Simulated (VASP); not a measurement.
# I (C2/m) in VASP: settings compared, part 6 of 6

VASP 6.6.1. Earlier steps stand in the parts before.

## 81. Equation of state, r2SCAN, 46.15 Å³/atom

Contents of INCAR:

```
  ADDGRID = F
  ALGO = Normal
  EDIFF = 1E-6
  ENCUT = 520
  ISIF = 2
  ISMEAR = 0
  LASPH = T
  LCHARG = F
  LMIXTAU = T
  LREAL = F
  LWAVE = F
  METAGGA = R2SCAN
  NELM = 100
  PREC = Accurate
  SIGMA = 0.05
```

Contents of KPOINTS:

```
k-points
0
Gamma
  8 8 11
```

Contents of POSCAR:

```
I
1.0
    2.5634803581     -3.7433265802      0.0000000000
    2.5634803581      3.7433265802      0.0000000000
   -1.6369241465      0.0000000000      2.4046745558
I
1
Direct
    0.5000000000      0.5000000000      0.5000000000
```

Potentials or basis: VASP PAW PBE potentials, release 64 (I).

On the command line:

```bash
> cat potpaw_PBE.64/I/POTCAR > POTCAR
> mpirun -np 1 vasp_std > vasp.out
```

Wall time 2.3 min (1 thread of Intel Xeon Platinum 8375C at 2.90GHz (Ice Lake), shared host); peak memory 0.22 GiB.

These settings aren't checked as converged: the numbers below hold their error.

Results:

| Item | Value |
| --- | --- |
| Free energy | -24.4363 eV |
| Pressure | -0.2 GPa |
| Band gap on the k mesh | none (metal or under the smearing width) |

Caveat: the PAW data sets were made with another functional, which shifts forces and pressure a little; an odd number of electrons without spin polarisation forces a metal; a magnetic or distorted state may lie lower.

## 82. Equation of state, r2SCAN, 43.46 Å³/atom

INCAR: that of step 81 with these lines changed.

```diff
@@ -3,3 +3,3 @@
   EDIFF = 1E-6
-  ENCUT = 520
+  ENCUT = 400
   ISIF = 2
```

Contents of KPOINTS:

```
k-points
0
Gamma
  9 9 14
```

Contents of POSCAR:

```
I
1.0
    2.5127049617     -3.6691817206      0.0000000000
    2.5127049617      3.6691817206      0.0000000000
   -1.6045012444      0.0000000000      2.3570446594
I
1
Direct
    0.5000000000      0.5000000000      0.5000000000
```

On the command line:

```bash
> cat potpaw_PBE.64/I/POTCAR > POTCAR
> mpirun -np 1 vasp_std > vasp.out
```

Wall time 3.5 min (1 thread of Intel Xeon Platinum 8375C at 2.90GHz (Ice Lake), shared host); peak memory 0.2 GiB.

These settings aren't checked as converged: the numbers below hold their error.

What came out:

| Quantity | Value |
| --- | --- |
| Free energy | -24.3986 eV |
| Pressure | 2.2 GPa |
| Band gap on the k mesh | none (metal or under the smearing width) |

Caveat: the PAW data sets were made with another functional, which shifts forces and pressure a little; an odd number of electrons without spin polarisation forces a metal; a magnetic or distorted state may lie lower.

## 83. Equation of state, r2SCAN, 46.15 Å³/atom

INCAR is that of step 82.

KPOINTS is that of step 82.

Contents of POSCAR:

```
I
1.0
    2.5634803581     -3.7433265802      0.0000000000
    2.5634803581      3.7433265802      0.0000000000
   -1.6369241465      0.0000000000      2.4046745558
I
1
Direct
    0.5000000000      0.5000000000      0.5000000000
```

On the command line:

```bash
> cat potpaw_PBE.64/I/POTCAR > POTCAR
> mpirun -np 1 vasp_std > vasp.out
```

It took 3.3 min on 1 thread of Intel Xeon Platinum 8375C at 2.90GHz (Ice Lake), shared host; peak memory 0.2 GiB.

These settings aren't checked as converged: the numbers below hold their error.

Results:

```yaml
Free_energy: -24.4216 eV
Pressure: 0.6 GPa
Band_gap_on_the_k_mesh: none (metal or under the smearing width)
```

Caveat: the PAW data sets were made with another functional, which shifts forces and pressure a little; an odd number of electrons without spin polarisation forces a metal; a magnetic or distorted state may lie lower.

## 84. Equation of state, r2SCAN, 43.46 Å³/atom

INCAR: that of step 83 with these lines changed.

```diff
@@ -3,3 +3,3 @@
   EDIFF = 1E-6
-  ENCUT = 400
+  ENCUT = 460
   ISIF = 2
```

KPOINTS is that of step 83.

Contents of POSCAR:

```
I
1.0
    2.5127049617     -3.6691817206      0.0000000000
    2.5127049617      3.6691817206      0.0000000000
   -1.6045012444      0.0000000000      2.3570446594
I
1
Direct
    0.5000000000      0.5000000000      0.5000000000
```

Potentials or basis: VASP PAW PBE potentials, release 64 (I).

On the command line:

```bash
> cat potpaw_PBE.64/I/POTCAR > POTCAR
> mpirun -np 1 vasp_std > vasp.out
```

It took 2.5 min on 1 thread of Intel Xeon Platinum 8375C at 2.90GHz (Ice Lake), shared host; peak memory 0.22 GiB.

These settings aren't checked as converged: the numbers below hold their error.

What came out:

| Quantity | Value |
| --- | --- |
| Free energy | -24.3992 eV |
| Pressure | 2.2 GPa |
| Band gap on the k mesh | none (metal or under the smearing width) |

Caveat: the PAW data sets were made with another functional, which shifts forces and pressure a little; an odd number of electrons without spin polarisation forces a metal; a magnetic or distorted state may lie lower.

## 85. Equation of state, r2SCAN, 46.15 Å³/atom

INCAR is that of step 84.

KPOINTS is that of step 84.

Contents of POSCAR:

```
I
1.0
    2.5634803581     -3.7433265802      0.0000000000
    2.5634803581      3.7433265802      0.0000000000
   -1.6369241465      0.0000000000      2.4046745558
I
1
Direct
    0.5000000000      0.5000000000      0.5000000000
```

On the command line:

```bash
> cat potpaw_PBE.64/I/POTCAR > POTCAR
> mpirun -np 1 vasp_std > vasp.out
```

Wall time 2.3 min (1 thread of Intel Xeon Platinum 8375C at 2.90GHz (Ice Lake), shared host); peak memory 0.23 GiB.

The run converged, but some of its settings lie outside the range that counts as converged, so its numbers aren't taken as properties of the crystal.

Results:

| Property | Result |
| --- | --- |
| Free energy | -24.4222 eV |
| Pressure | 0.7 GPa |
| Band gap on the k mesh | none (metal or under the smearing width) |

Caveat: the PAW data sets were made with another functional, which shifts forces and pressure a little; an odd number of electrons without spin polarisation forces a metal; a magnetic or distorted state may lie lower.

## 86. Equation of state, r2SCAN, 43.46 Å³/atom

INCAR: that of step 85 with these lines changed.

```diff
@@ -5,3 +5,3 @@
   ISIF = 2
-  ISMEAR = 0
+  ISMEAR = -5
   LASPH = T
```

KPOINTS is that of step 85.

Contents of POSCAR:

```
I
1.0
    2.5127049617     -3.6691817206      0.0000000000
    2.5127049617      3.6691817206      0.0000000000
   -1.6045012444      0.0000000000      2.3570446594
I
1
Direct
    0.5000000000      0.5000000000      0.5000000000
```

On the command line:

```bash
> cat potpaw_PBE.64/I/POTCAR > POTCAR
> mpirun -np 1 vasp_std > vasp.out
```

Wall time 2.6 min (1 thread of Intel Xeon Platinum 8375C at 2.90GHz (Ice Lake), shared host); peak memory 0.22 GiB.

These settings aren't checked as converged: the numbers below hold their error.

Results:

| Item | Value |
| --- | --- |
| Free energy | -24.4250 eV |
| Pressure | 1.7 GPa |
| Band gap on the k mesh | none (metal or under the smearing width) |

Caveat: the PAW data sets were made with another functional, which shifts forces and pressure a little; an odd number of electrons without spin polarisation forces a metal; a magnetic or distorted state may lie lower; tetrahedron occupations give inexact forces and stress in metals.

## 87. Density of states, B3LYP+D3(BJ), collinear spin, ferromagnetic start (volume scaled by 0.92)

Contents of POSCAR:

```
I
1.0
    2.4687675200     -3.6050219962      0.0000000000
    2.4687675200      3.6050219962      0.0000000000
   -1.5764447552      0.0000000000      2.3158291113
I
1
Direct
    0.5000000000      0.5000000000      0.5000000000
```

Contents of INCAR.step1:

```
SYSTEM = I
ALGO     = Normal         ! electronic algorithm
EDIFF    = 1E-5           ! SCF threshold, eV
ENCUT    = 520            ! plane-wave cutoff, eV
GGA      = PE             ! functional
ISIF     = 2              ! what is computed and relaxed
ISMEAR   = 0              ! smearing method
ISPIN    = 2              ! spin polarisation
LASPH    = .True.         ! aspherical terms in the spheres
LCHARG   = .False.        ! write CHGCAR
LREAL    = .False.        ! projectors in reciprocal space
LWAVE    = .True.         ! write WAVECAR
MAGMOM   = 0.5            ! initial moments
NBANDS   = 14             ! bands
NELM     = 60             ! most SCF steps
PREC     = Accurate       ! precision mode
SIGMA    = 0.05           ! smearing width, eV
```

Contents of INCAR.step2:

```
SYSTEM = I
AEXX     = 0.2            ! exact-exchange fraction
AGGAC    = 0.81         
AGGAX    = 0.72         
ALDAC    = 0.19         
ALGO     = Normal         ! electronic algorithm
EDIFF    = 1E-6           ! SCF threshold, eV
ENCUT    = 520            ! plane-wave cutoff, eV
GGA      = B3             ! functional
HFRCUT   = -1           
ISIF     = 2              ! what is computed and relaxed
ISMEAR   = -5             ! smearing method
ISPIN    = 2              ! spin polarisation
ISTART   = 1            
IVDW     = 12             ! dispersion correction
LASPH    = .True.         ! aspherical terms in the spheres
LCHARG   = .False.        ! write CHGCAR
LHFCALC  = .True.         ! exact exchange
LORBIT   = 10             ! projections on sites
LREAL    = .False.        ! projectors in reciprocal space
LWAVE    = .False.        ! write WAVECAR
MAGMOM   = 0.5            ! initial moments
NBANDS   = 14             ! bands
NEDOS    = 1001           ! points of the DOS
NELM     = 60             ! most SCF steps
PREC     = Accurate       ! precision mode
PRECFOCK = Fast         
SIGMA    = 0.05           ! smearing width, eV
```

Contents of KPOINTS:

```
k-points
0
Gamma
  4 4 6
  0 0 0
```

Potentials or basis: VASP PAW PBE potentials, release 64 (I).

On the command line:

```bash
> cat potpaw_PBE.64/I/POTCAR > POTCAR
> cp INCAR.step1 INCAR
> mpirun -np 1 vasp_std > vasp.out
> cp INCAR.step2 INCAR
> mpirun -np 1 vasp_std > vasp.out
```

Wall time 5.2 min (1 thread of AMD EPYC 9R45 (Zen 5), shared host); peak memory 0.18 GiB.

It converged, with:

```
Free energy                                           : -2.1869 eV
Pressure                                              : 2.0 GPa
Band gap on the k mesh                                : none (metal or under the smearing width)
Net moment                                            : 0.00 μB per cell
Valence electrons inside the program's atomic spheres : I 4.32
Dispersion energy per atom                            : -0.598 eV
```

Stress tensor (GPa, compression positive):
```
 2.35  0.00 -3.07
 0.00 -1.21  0.00
-3.07  0.00  4.84
```

Levels at points of the mesh, in eV from the Fermi level:
Spin up:
| k point | band 1 | band 2 | band 3 | band 4 | band 5 | band 6 | band 7 | band 8 |
| --- | --- | --- | --- | --- | --- | --- | --- | --- |
| (0.00, 0.00, 0.00) | -15.68 | -2.52 | -2.42 | 4.96 | 5.45 | 8.61 | 8.90 | 11.70 |
| (0.50, 0.00, 0.00) | -15.29 | -4.98 | -3.10 | 5.46 | 5.61 | 11.79 | 12.15 | 14.05 |
| (0.50, 0.50, 0.00) | -15.32 | -4.96 | -2.96 | 5.18 | 5.70 | 11.16 | 12.01 | 13.98 |
| (0.00, 0.00, 0.50) | -11.80 | -6.86 | -1.75 | -0.87 | 5.71 | 6.86 | 12.72 | 12.92 |
| (0.50, 0.00, 0.50) | -12.02 | -7.06 | -1.08 | -0.10 | 6.47 | 8.89 | 10.45 | 11.07 |
| (0.50, 0.50, 0.50) | -11.79 | -6.85 | -1.76 | -0.90 | 5.70 | 6.81 | 12.77 | 12.95 |
Spin down:
| k point | band 1 | band 2 | band 3 | band 4 | band 5 | band 6 |
| --- | --- | --- | --- | --- | --- | --- |
| (0.00, 0.00, 0.00) | -15.68 | -2.52 | -2.42 | 4.96 | 5.45 | 8.61 |
| (0.50, 0.00, 0.00) | -15.29 | -4.98 | -3.10 | 5.46 | 5.61 | 11.79 |
| (0.50, 0.50, 0.00) | -15.32 | -4.96 | -2.96 | 5.18 | 5.70 | 11.16 |
| (0.00, 0.00, 0.50) | -11.80 | -6.86 | -1.75 | -0.87 | 5.71 | 6.86 |
| (0.50, 0.00, 0.50) | -12.02 | -7.06 | -1.08 | -0.10 | 6.47 | 8.89 |
| (0.50, 0.50, 0.50) | -11.79 | -6.85 | -1.76 | -0.90 | 5.70 | 6.81 |

States per cell in windows of 0.5 eV (zero at the Fermi level; states under -8 eV left out):
```csv
from (eV),up,down,I1_p_up,I1_p_down,I1_d_up,I1_d_down,I1_s_up,I1_s_down
-8.0,0.00,0.00,0.00,0.00,0.00,0.00,0.00,0.00
-7.5,0.00,0.00,0.00,0.00,0.00,0.00,0.00,0.00
-7.0,0.05,0.05,0.03,0.03,0.00,0.00,0.00,0.00
-6.5,0.06,0.06,0.04,0.04,0.00,0.00,0.00,0.00
-6.0,0.06,0.06,0.03,0.03,0.00,0.00,0.00,0.00
-5.5,0.06,0.06,0.04,0.04,0.00,0.00,0.00,0.00
-5.0,0.09,0.09,0.05,0.05,0.00,0.00,0.00,0.00
-4.5,0.42,0.42,0.20,0.20,0.00,0.00,0.01,0.01
-4.0,0.18,0.18,0.09,0.09,0.00,0.00,0.00,0.00
-3.5,0.18,0.18,0.10,0.10,0.00,0.00,0.00,0.00
-3.0,0.41,0.41,0.22,0.22,0.00,0.00,0.00,0.00
-2.5,0.22,0.22,0.12,0.12,0.00,0.00,0.00,0.00
-2.0,0.19,0.19,0.11,0.11,0.00,0.00,0.00,0.00
-1.5,0.31,0.31,0.18,0.18,0.00,0.00,0.00,0.00
-1.0,0.18,0.18,0.11,0.11,0.00,0.00,0.00,0.00
-0.5,0.07,0.07,0.04,0.04,0.00,0.00,0.00,0.00
0.0,0.06,0.06,0.03,0.03,0.00,0.00,0.00,0.00
0.5,0.06,0.06,0.04,0.04,0.00,0.00,0.00,0.00
1.0,0.05,0.05,0.03,0.03,0.00,0.00,0.00,0.00
1.5,0.04,0.04,0.03,0.03,0.00,0.00,0.00,0.00
2.0,0.04,0.04,0.03,0.03,0.00,0.00,0.00,0.00
2.5,0.04,0.04,0.03,0.03,0.00,0.00,0.00,0.00
3.0,0.04,0.04,0.03,0.03,0.00,0.00,0.00,0.00
3.5,0.04,0.04,0.03,0.03,0.00,0.00,0.00,0.00
4.0,0.04,0.04,0.03,0.03,0.00,0.00,0.00,0.00
4.5,0.04,0.04,0.03,0.03,0.00,0.00,0.00,0.00
5.0,0.03,0.03,0.02,0.02,0.00,0.00,0.00,0.00
5.5,0.01,0.01,0.00,0.00,0.00,0.00,0.00,0.00
6.0,0.11,0.11,0.01,0.01,0.01,0.01,0.00,0.00
6.5,0.24,0.24,0.01,0.01,0.03,0.03,0.01,0.01
7.0,0.40,0.40,0.02,0.02,0.06,0.06,0.01,0.01
7.5,0.32,0.32,0.02,0.02,0.06,0.06,0.00,0.00
```

Caveat: the k mesh is coarse (spacing up to 0.45 Å⁻¹), so the values aren't converged, least of all with exact exchange; the PAW data sets were made with another functional, which shifts forces and pressure a little; pairwise dispersion overbinds metals, which lowers pressure and volume; tetrahedron occupations give inexact forces and stress in metals.
